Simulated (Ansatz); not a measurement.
Mg$_{2}$Si, DFT, PBEsol, all-electron PAW with datasets made for the crystal, scalar-relativistic (Ansatz 0.2.0), run on 1 thread of Arm Neoverse N1 on a shared host.

The cell is COD entry 9009039, as deposited and not checked against the literature; nothing was relaxed. It differs from other determinations. The listed cell was then made from it by scaling, straining or moving an atom.

Command: `ansatz run input.yaml --threads 1 --pin off --max-ram 6144MiB --backend cpu --events-out ev --progress --plain --runs-dir out`

```yaml
crystal:
  lattice:
    - [0.0, 3.2576629676, 3.2576629676]
    - [3.2576629676, 0.0, 3.2576629676]
    - [3.2576629676, 3.2576629676, 0.0]
  atoms:
    - { symbol: Mg, position: [0.25, 0.25, 0.25] }
    - { symbol: Mg, position: [0.75, 0.75, 0.75] }
    - { symbol: Si, position: [0.0, 0.0, 0.0] }
kpoints:
  mp_grid: { grid: [9, 9, 9] }
scf:
  occupations: { method: fermi_dirac, width: 0.05 }
hamiltonian:
  xc: pbesol
  pseudopotentials: { kind: all_electron, datasets: crystal }
output:
  forces: true
  stress: true
  eigenvalues: true
  efg: { contact_densities: true }
```

Problem. How large is the problem that the program sets up?

Solution. 35 irreducible k-points, 259 plane waves at Γ, 9 bands.

Problem. About how long does it take, and how much memory does it use?

Solution. 6.1 s of wall time for 7 SCF iterations, with a peak of 0.34 GiB. Times on shared machines scatter by tens of per cent.

Problem. And the same cell and mesh by frozen-core PAW, asked for forces, stress, eigenvalues, efg, write_density, write_potential, elf, on the same hardware?

Solution. 6.3 s, peak memory 0.35 GiB.
